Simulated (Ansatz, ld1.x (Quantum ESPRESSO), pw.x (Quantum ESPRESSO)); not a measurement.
N (fcc): variants of one TM potential in the solid

- Element: N
- Generator: ld1.x (Quantum ESPRESSO) 7.5
- Type: norm-conserving Troullier–Martins (Kleinman–Bylander form)
- Functional: PBE
- Relativity: scalar-relativistic
- Frozen core: [He]
- Valence charge: 5
- Reference configuration: 2s2 2p3
- Partial waves: 2s (bound): rc 0.85 bohr; 3d channel at 0.05 Ry: rc 1.85 bohr; 2p (bound): rc 2.30 bohr
- Local potential: the p channel
- Core correction: none

Crystal test: fcc N in pw.x 7.5, no spin, 18³ k-points, Fermi–Dirac smearing 0.01 Ry, cutoffs set for each file from its atomic test. The reference is all-electron LAPW (Ansatz 0.2.0) with the same functional, mesh and smearing; V0 and B0 come from Birch–Murnaghan fits to the pressures at five volumes. Errors are pseudo minus all-electron; Δ is the rms difference of the E(V) curves that follow from these fits, minima aligned, over ±6 % about the mean V0. Mesh and smearing are coarse, so the numbers serve the comparison and aren't converged zero-temperature values; the lattice is a test structure that the element need not adopt. Spin polarisation is left out.

All-electron: a0 = 3.123 Å (V0 = 7.61 Å³/atom), B0 = 177.0 GPa.

Base: The largest radius (2.30 bohr) exceeds half the bond length (2.09 bohr), so the spheres overlap, which is one possible source of error among others. This is a poor potential for the solid. Atomic configuration tests: 1 of 7 tests not solved or not reliable.

2 further variants are left out: they gave no file fit for a test, a broken result, the same result as the base, or pressures whose basis-set error rivals the error shown.

A dash in a converged row means that the minimum lies outside the volumes sampled.

| change | cutoffs (Ry) | pw.x | a0 (Å) | a0 error (%) | B0 error (%) | Δ (meV/atom) | mean pressure error (GPa) |
| --- | --- | --- | --- | --- | --- | --- | --- |
| base | 170/680 | converged | – | – | – | – | +32.39 |
| wave 3d channel at 0.05 Ry: rc 1.85 bohr becomes 3d channel at -0.13 Ry: rc 1.85 bohr | 170/680 | converged | – | – | – | – | +32.56 |
| wave 3d channel at 0.05 Ry: rc 1.85 bohr becomes 3d channel at 0.05 Ry: rc 2.20 bohr | 170/680 | converged | – | – | – | – | +32.41 |

**Question.** Give the row for: local potential the s channel.

**Answer.** pw.x: converged; mean pressure error (GPa): +3.31; a0 (Å): 3.142; a0 error (%): +0.61; B0 error (%): -2.9; Δ (meV/atom): 5.4.
